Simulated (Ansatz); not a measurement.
# Ni: the cost of one run

Program: Ansatz 0.2.0. Level of theory: DFT PBE, scalar-relativistic. These are calculated values, not measurements.

## 1. Starting point

The structure is cubic, space group Fm-3m (No. 225). Conventional cell: a = 3.536 Å, b = 3.536 Å, c = 3.536 Å, α = 90.00°, β = 90.00°, γ = 90.00°. Ni (site symmetry m-3m) has 12 Ni at 2.50 Å as nearest neighbours.

Structure file:

```
CELL_PARAMETERS angstrom
0.00000 1.76795 1.76795
1.76795 0.00000 1.76795
1.76795 1.76795 0.00000
ATOMIC_POSITIONS crystal
Ni 0.00000 0.00000 0.00000
```

## 2. The deformed structure

Space group Fm-3m before, I4/mmm after.

## 3. LAPW, all electrons

input.yaml

```yaml
crystal:
  lattice:
    - [0.0, 1.76795, 1.803309]
    - [1.76795, 0.0, 1.803309]
    - [1.76795, 1.76795, 0.0]
  atoms:
    - { symbol: Ni, position: [0.0, 0.0, 0.0], spin: 1.5 }
magnetization:
  spin_polarized: true
kpoints:
  mp_grid: { grid: [20, 20, 20] }
  band_path:
    path:
      - [0.0, 0.0, 0.0]
      - [0.0, 0.5, 0.5]
      - [0.25, 0.75, 0.5]
      - [0.0, 0.5, 0.0]
      - [0.0, 0.0, 0.0]
      - [0.5, 0.5, 0.0]
      - [0.3701460977, 0.6298539023, 0.0]
      - [-0.3701460977, 0.3701460977, 0.0]
      - [0.0, 0.0, 0.0]
    npoints: 5
scf:
  occupations: { method: fermi_dirac, width: 0.05 }
hamiltonian:
  xc: pbe
  pseudopotentials: { kind: all_electron, lapw: { basis_error: 0.00025 } }
output:
  forces: true
  stress: true
  eigenvalues: true
```

The run is started by

```sh
> ansatz run input.yaml --threads 1 --pin off --max-ram 3072MiB --backend cpu --events-out ev --progress --plain --runs-dir out
```

What time and memory should one allow on 1 thread of Arm Neoverse V2, shared host?

About 2.1 min, with a peak of 1.1 GiB.
